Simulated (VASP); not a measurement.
Runs of VASP 6.6.1 on GaP. Symmetry: F-43m, No. 216, cubic system. The conventional cell has a = 5.451 Å, b = 5.451 Å, c = 5.451 Å, α = 90.00°, β = 90.00°, γ = 90.00°. Ga (site symmetry -43m) is surrounded by 4 P at 2.36 Å. P (site symmetry -43m) has 4 Ga at 2.36 Å as nearest neighbours. 

```tsv
task	level	potentials or basis	cell	k mesh	cutoff (eV)	smearing	grid for exact exchange (PRECFOCK)	exchange at q = 0	share of exact exchange	mesh quality	gap on the mesh (eV)	pressure (GPa)	relaxed volume (Å³/atom)
relaxation of cell and atoms	PBE	VASP PAW PBE potentials, release 64 (Ga_h, P_h)	relaxed	8 × 8 × 8	980	fermi-dirac 0.05 eV	-	-	-	not flagged	1.58	0.0	20.86
single point	PBE	VASP PAW PBE potentials, release 64 (Ga_d, P)	as given	8 × 8 × 8	520	gaussian 0.024 eV	-	-	-	not flagged	1.64	2.4	-
single point	PBE	VASP PAW PBE potentials, release 64 (Ga_d, P)	as given	8 × 8 × 8	520	gaussian 0.029 eV	-	-	-	not flagged	1.64	2.4	-
band structure	PBE	VASP PAW PBE potentials, release 64 (Ga_h, P_h)	as given	8 × 8 × 8	900	fermi-dirac 0.05 eV	-	-	-	not flagged	1.64	2.5	-
relaxation of cell and atoms	PBE	VASP PAW PBE potentials, release 54 (Ga_d, P)	relaxed	8 × 8 × 8	600	fermi-dirac 0.05 eV	-	-	-	not flagged	1.58	0.0	20.86
relaxation of cell and atoms	PBE	VASP PAW PBE potentials, release 54 (Ga, P)	relaxed	8 × 8 × 8	580	fermi-dirac 0.05 eV	-	-	-	not flagged	1.52	0.0	(b)
band structure	PBE	VASP PAW PBE potentials, release 54 (Ga_d, P)	as given	8 × 8 × 8	520	fermi-dirac 0.05 eV	-	-	-	not flagged	1.64	2.5	-
band structure	PBE	VASP PAW PBE potentials, release 54 (Ga, P)	as given	8 × 8 × 8	500	fermi-dirac 0.05 eV	-	-	-	not flagged	(c)	4.0	-
band structure	B3LYP	VASP PAW PBE potentials, release 64 (Ga_d, P)	as given	4 × 4 × 4	520	fermi-dirac 0.05 eV	Normal	default	-	coarse	2.94	4.2	-
single point	PBE	VASP PAW PBE potentials, release 64 (Ga_d, P)	as given	8 × 8 × 8	520	gaussian 0.016 eV	-	-	-	not flagged	1.64	2.5	-
relaxation of cell and atoms	B3LYP	VASP PAW PBE potentials, release 64 (Ga_d, P)	relaxed	4 × 4 × 4	600	fermi-dirac 0.05 eV	Fast	default	-	coarse	(a)	0.0	21.23
relaxation of cell and atoms	PBE-EpsX	VASP PAW PBE potentials, release 64 (Ga_d, P)	relaxed	4 × 4 × 4	600	fermi-dirac 0.05 eV	Fast	default	0.0895	coarse	2.15	0.1	20.72
```

Alike in all rows: no spin polarisation.

Problem. Fill in the values left out.

Solution. (a) 2.68; (b) 21.18; (c) 1.67.

Caveats: some runs use coarse meshes; the PAW data sets were made with another functional, which shifts forces and pressure a little (some runs); an unscreened hybrid on a path of extra k points without a Coulomb cutoff has errors near the mesh points, so the bands along the path aren't reliable (some runs).

A k mesh can miss the band edges, and the runs leave out spin-orbit coupling on Ga.

The runs don't all hold the same shells in valence.
